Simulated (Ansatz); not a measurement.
A crystal relaxed with r2SCAN in Ansatz 0.2.0 has space group P-3m1 (No. 164) and a = 2.938 Å, c = 7.226 Å.

```csv
atom,site,x,y,z
Xx,2c,0.0000,0.0000,0.8887
Xx,2d,0.6667,0.3333,0.5353
Si,2d,0.3333,0.6667,0.2037
```

With r2SCAN the valence top lies at Γ and the conduction bottom at k = (0, 0.326, 0.339), 1.79 eV higher; the smallest vertical gap, at Γ, is 2.26 eV. With HSE06 the valence top lies at Γ and the conduction bottom at k = (0, 0.326, 0.339), 2.54 eV higher; the smallest vertical gap, at Γ, is 3.31 eV. A second conduction valley, at M, lies only 15 meV higher, so their order isn't settled. Meshes: r2SCAN 12×12×4, HSE06 6×6×2. r2SCAN's ε∞ is 6.9 along x and y, 6.7 along z.

Task: Which element is Xx?
A. C
B. Sn
C. Ge
D. Pb

Result: A. Xx is C: SiC₂, ordered on the diamond lattice (P-3m1) with 6 atoms a cell. C has 1 C at 1.61 Å and 3 Si at 1.82 Å; C has 3 C at 1.77 Å and 1 Si at 1.89 Å; Si has 4 C at 1.82–1.89 Å.

(Calculated; spin-unpolarised; the phase may be known or hypothetical.)

Where an edge lies off the special points, it is a point of the mesh or the k point where a search put PBE's edge or least direct gap, reused for the other functionals, whose own edges may lie a little apart.

Coordinates of k points refer to the reciprocal vectors of the primitive cell of the runs.

The meshes of the hybrids are coarse, so their gaps aren't converged to the digits shown.
